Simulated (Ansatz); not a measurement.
# LiH: a single-point run

Wanted: a converged single-point run for LiH, and a check of what comes out. The structure is shown as the input types it. The cell is built on a prototype (CsCl type) and needn't be the phase found in nature.

Computed with Ansatz 0.2.0 (density functional or hybrid calculation with the settings of its input, plane waves (as first typed), unless a step's input says otherwise).

2 further runs of the same task are left out: 2 that didn't finish.

**1. Starting point**

The structure is cubic, space group Pm-3m (No. 221). Conventional cell: a = 2.502 Å, b = 2.502 Å, c = 2.502 Å, α = 90.00°, β = 90.00°, γ = 90.00°. Li (site symmetry m-3m) has 8 H at 2.17 Å as nearest neighbours. Around H (site symmetry m-3m) lie 8 Li at 2.17 Å.

Coordinates:

```cif
data_structure
_symmetry_space_group_name_H-M 'P 1'
_symmetry_Int_Tables_number 1
_cell_length_a 2.5017
_cell_length_b 2.5017
_cell_length_c 2.5017
_cell_angle_alpha 90.000
_cell_angle_beta 90.000
_cell_angle_gamma 90.000
_cell_volume 15.66
loop_
_atom_site_label
_atom_site_type_symbol
_atom_site_fract_x
_atom_site_fract_y
_atom_site_fract_z
_atom_site_occupancy
Li1 Li 0.00000 0.00000 0.00000 1
H1 H 0.50000 0.50000 0.50000 1
```

**2. Input and run**

input.yaml reads:

```yaml
crystal:
  lattice:
    - [2.5016587118, 0.0, 0.0]
    - [0.0, 2.5016587118, 0.0]
    - [0.0, 0.0, 2.5016587118]
  atoms:
    - { symbol: Li, position: [0.0, 0.0, 0.0] }
    - { symbol: H, position: [0.5, 0.5, 0.5] }
kpoints:
  mp_grid: { grid: [8, 8, 8] }
hamiltonian:
  xc: pbesol
scf:
  occupations: { method: fixed }
  n_extra_bands: 4
  max_iter: 58
output:
  forces: true
  stress: true
  eigenvalues: true
basis:
  ecutwfc: 40
```

Started as:

```console
$ ansatz run input.yaml --threads 4 --pin off --max-ram 3686MiB --backend cpu --events-out ev --progress --plain --runs-dir out
```

What happens when this is run?

The program finished normally, with warnings (band overlap at count, cushion resolved, cutoff below recommended). It gives a pressure of -27 GPa, which is large.

Look at the input: basis.ecutwfc is 40. The cutoff lies far under what these potentials need. The potentials' recommended cutoff is 420 eV.

To check: delete basis.ecutwfc (the default then holds).
